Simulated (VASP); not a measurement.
The system is BAs.

```xyz
2
Lattice="0.0000 2.3885 2.3885 2.3885 0.0000 2.3885 2.3885 2.3885 0.0000" Properties=species:S:1:pos:R:3 pbc="T T T"
B     0.0000    0.0000    0.0000
As    1.1943    1.1943    1.1943
```

Base run:

- Program: VASP 6.6.1
- Functional: TB-mBJ
- Potentials or basis: VASP PAW PBE potentials, release 64 (B, As)
- Cutoff: 520 eV
- k mesh: 10 × 10 × 10
- Occupations: gaussian, width 0.03 eV
- Spin: no spin polarisation

Its results: band gap on the k mesh 1.75 eV, indirect (least direct gap 3.79 eV).

Problem. The run is repeated on the same cell with these changes: functional from TB-mBJ to r2SCAN. What comes out?

Solution. Band gap on the k mesh 1.37 eV, indirect (least direct gap 3.45 eV).

Not every run made on this cell is shown here.
